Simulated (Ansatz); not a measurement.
The system is Rb.

```
CELL_PARAMETERS angstrom
-2.95451 2.95451 2.73085
2.95451 -2.95451 2.73085
2.95451 2.95451 -2.73085
ATOMIC_POSITIONS crystal
Rb 0.00000 0.00000 0.00000
```

This isn't the form of Rb at room conditions, which is bcc.

- Program: Ansatz 0.2.0
- Task: single point
- Functional: PBE
- Potentials or basis: Ansatz PAW
- Cutoff: 420 eV (not typed: the program's choice for these potentials)
- k mesh: 7 × 7 × 7
- Occupations: fermi-dirac, width 0.05 eV
- Spin: no spin polarisation

On this cell: pressure -0.1 GPa; band gap on the k mesh none (metal or under the smearing width).

The same run follows on a disturbed copy (cell strained at random at fixed volume):

```
Rb
1.0
    -2.90185    2.86931    2.77651
     2.95454   -2.89322    2.85939
     2.90989    2.90126   -2.80238
Rb
1
Direct
  0.99437 0.00257 0.99618
```

Task: What does the disturbed cell give?

Result: The energy (extrapolated to zero smearing) moves by +1.5 meV/atom; pressure -0.1 GPa; band gap on the k mesh none (metal or under the smearing width).
